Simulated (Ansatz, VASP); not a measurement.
## Nb2H3 in VASP and in Ansatz

```
CELL_PARAMETERS angstrom
3.09114 0.00000 0.00000
-1.54557 2.67701 0.00000
0.00000 0.00000 5.32204
ATOMIC_POSITIONS crystal
Nb 0.33333 0.66667 0.23535
Nb 0.66667 0.33333 0.76465
H 0.00000 0.00000 0.00000
H 0.33333 0.66667 0.61100
H 0.66667 0.33333 0.38900
```

Alike in both runs: functional PBE; k mesh 12 × 12 × 8; occupations gaussian, width 0.1 eV; no spin polarisation.

Ansatz relaxed the structure, and its values are those at the end. VASP's run is a single point on that final structure, the one shown.

|  | VASP | Ansatz |
| --- | --- | --- |
| version | VASP 6.6.1 | Ansatz 0.2.0 |
| potentials or method | VASP PAW PBE potentials, release 64 (Nb_sv, H) | scalar-relativistic, plane waves, PAW |
| plane-wave cutoff (eV) | 520 | 420 |
| valence electrons in the cell | 29 | 29 |

|  | VASP | Ansatz | Ansatz less VASP |
| --- | --- | --- | --- |
| gap on the k mesh at the Fermi level (eV) | none | none | - |
| pressure (GPa) | -0.5 | 0.0 | +0.44 |

A gap of «none» marks a metal or a gap that the smearing closes.
